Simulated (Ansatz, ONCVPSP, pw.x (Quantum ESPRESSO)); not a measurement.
La: one change to the ONCV potential, in the atom and in the bcc crystal

- Element: La
- Generator: ONCVPSP 4.0.1.1 (patched build)
- Type: optimised norm-conserving Vanderbilt (ONCV)
- Functional: PBE
- Relativity: scalar-relativistic
- Frozen core: [Kr] 4d10
- Valence charge: 11
- Reference configuration: 5s2 5p6 5d1 6s2
- Partial waves: 5s+6s: rc 2.55 bohr, ncon 5, nbas 10, qcut 5.9 1/bohr, 2 projectors; 5p: rc 2.35 bohr, ncon 4, nbas 8, qcut 5.3 1/bohr, 3 projectors, debl 2.5 Ha; 5d: rc 2.85 bohr, ncon 4, nbas 7, qcut 3.5 1/bohr, 2 projectors, debl 0.4 Ha; f scattering state at 0.36 Ha: rc 2.25 bohr, ncon 4, nbas 7, qcut 4.8 1/bohr, 2 projectors, debl 3.2 Ha
- Local potential: polynomial inside 2.00 bohr (lpopt 5, dvloc0 0 Ha)
- Core correction: Teter function, fcfact 2, rcfact 1.35

In the f channel the program set the typed energies aside and used -0.160, 3.040 Ha.

Change: local potential polynomial inside 2.00 bohr (lpopt 5, dvloc0 5 Ha).

Cutoffs, loose and tight: the cutoffs (Ha) at which the residual kinetic energy of the hardest occupied pseudo-wave falls to 1 and 0.1 mHa per electron. They do not see the model core or the augmentation charge, which bear on the density cutoff. Test errors are all-electron minus pseudo excitation energies from the reference, over the configurations 5s2 5p6 5d1 6s1; 5s2 5p6 5d1 6s0; 5s2 5p6 5d0 6s0; 5s2 5p6 5d1 6s0 6p2; variants that change the core or the reference have their own tests.

Crystal test: bcc La in pw.x 7.5, no spin, 11³ k-points, Fermi–Dirac smearing 0.01 Ry, cutoffs set for each file from its atomic test. The reference is all-electron LAPW (Ansatz 0.2.0) with the same functional, mesh and smearing; V0 and B0 come from Birch–Murnaghan fits to the pressures at five volumes. Errors are pseudo minus all-electron; Δ is the rms difference of the E(V) curves that follow from these fits, minima aligned, over ±6 % about the mean V0. Mesh and smearing are coarse, so the numbers serve the comparison and aren't converged zero-temperature values; the lattice is a test structure that the element need not adopt.

All-electron: a0 = 4.241 Å (V0 = 38.13 Å³/atom), B0 = 25.4 GPa.

Task: Does the change bring the crystal closer to the all-electron result?

Result: The mean pressure error goes from +0.20 to +0.30 GPa, so the change moves the solid further from the all-electron pressures. At 80 % of its cutoff the pressure of the base moves by -0.21 GPa.

| quantity | base | changed |
| --- | --- | --- |
| outcome (atom) | generated, projector energies reset by the program | generated, projector energies reset by the program |
| cutoff, loose (atom) | 11 Ha | 11 Ha |
| cutoff, tight (atom) | 13 Ha | 13 Ha |
| bound ghosts (atom) | none | none |
| largest test error (meV) (atom) | -4.1 | -4.1 |
| cutoffs in pw.x (Ry) | 50/200 | 50/200 |
| a0 (Å) | 4.250 | 4.255 |
| a0 error (%) | +0.23 | +0.34 |
| B0 error (%) | +2.5 | +3.2 |
| Δ (meV/atom) | 1.5 | 2.3 |
| mean pressure error (GPa) | +0.20 | +0.30 |

Base: The cutoffs count occupied waves only; projector 2 of the f channel, the hardest unoccupied one, needs 56 Ha at the loose tolerance. Changed file: The cutoffs count occupied waves only; projector 2 of the f channel, the hardest unoccupied one, needs 56 Ha at the loose tolerance.
